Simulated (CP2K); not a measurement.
Si2W:

```
W Si
1.0
     4.52671    0.00000    0.00000
     2.24503    3.93077    0.00000
    -3.38587   -1.96538    2.27250
W Si
1 2
Direct
  0.00000 0.00000 0.00000
  0.66530 0.66530 0.00000
  0.33470 0.33470 0.00000
```

Base run:

| Quantity | Value |
| --- | --- |
| Program | CP2K 2026.2 |
| Functional | OLYP |
| Potentials or basis | POTENTIAL_UZH W GTH-PBE-q14, Si GTH-PBE-q4; TZVP-MOLOPT-PBE-GTH basis |
| Density cutoff | 9184 eV |
| k mesh | 12 × 12 × 12 |
| Occupations | fermi-dirac, width 0.05 eV |
| Spin | no spin polarisation |

Its results: band gap on the k mesh none (metal or under the smearing width); pressure -3.7 GPa; largest force 0.043 eV/Å.

Q: After a change of settings the same cell gave: band gap on the k mesh none (metal or under the smearing width); pressure -23.9 GPa; largest force 0.223 eV/Å. Which change was it?
A. functional from OLYP to optB88-vdW
B. functional from OLYP to PBEsol
C. functional from OLYP to LDA
D. functional from OLYP to HLE17

A: D.

Caveats: the potentials were made for another functional, which shifts forces and pressure; spin-orbit coupling is left out, which moves the levels of the heavy elements; the basis of atomic orbitals isn't converged, which shifts pressures, moduli and gaps; the potentials were made for a functional far from this one (some runs).
